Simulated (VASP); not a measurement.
Crystal: ZrSe2.

```
CELL_PARAMETERS angstrom
3.79800 0.00000 0.00000
-1.89900 3.28916 0.00000
0.00000 0.00000 6.19200
ATOMIC_POSITIONS crystal
Zr 0.00000 0.00000 0.00000
Se 0.33333 0.66667 0.25000
Se 0.66667 0.33333 0.75000
```

```yaml
Program: VASP 6.6.1
Task: relaxation of cell and atoms
Functional: PBE
Dispersion: D3(BJ)
Potentials_or_basis: VASP PAW PBE potentials, release 64 (Zr_sv, Se)
Cutoff: 600 eV
k_mesh: 9 × 9 × 5
Occupations: gaussian, width 0.03 eV
Spin: no spin polarisation
```

At the start: pressure -0.4 GPa; volume 25.78 Å³/atom.

**Question.** How do energy, volume and symmetry change on relaxing?

**Answer.** Over 15 steps the energy falls by 11.2 meV/atom and the volume is 24.35 Å³/atom (-5.6 %); space group P-3m1 (No. 164, to 0.05 Å).

Step by step:
```csv
step,energy change (eV),largest force (eV/Å),pressure (GPa),volume (Å³)
1,0.0000,0.3158,-0.45,77.35
2,-0.0147,0.2208,-0.25,76.54
3,-0.0201,0.1203,-0.05,75.74
4,-0.0234,0.0781,-0.26,75.51
5,-0.0293,0.0461,-0.82,74.83
6,-0.0299,0.1058,-1.05,74.51
7,-0.0311,0.0914,-0.91,74.25
8,-0.0332,0.0493,-0.45,73.48
9,-0.0312,0.0363,0.54,71.94
10,-0.0335,0.0243,-0.19,73.08
11,-0.0335,0.0227,-0.19,73.05
12,-0.0334,0.0115,-0.05,72.85
13,-0.0335,0.0212,-0.15,73.02
14,-0.0335,0.0160,-0.12,73.02
15,-0.0337,0.0013,-0.02,73.04
```

Final structure:
```yaml
crystal:
  lattice:
    - [3.74035, 0.00000, 0.00000]
    - [-1.87018, 3.23924, 0.00000]
    - [0.00000, 0.00000, 6.02807]
  atoms:
    - { symbol: Zr, position: [0.00000, 0.00000, 0.00000] }
    - { symbol: Se, position: [0.33333, 0.66667, 0.26500] }
    - { symbol: Se, position: [0.66667, 0.33333, 0.73500] }
```
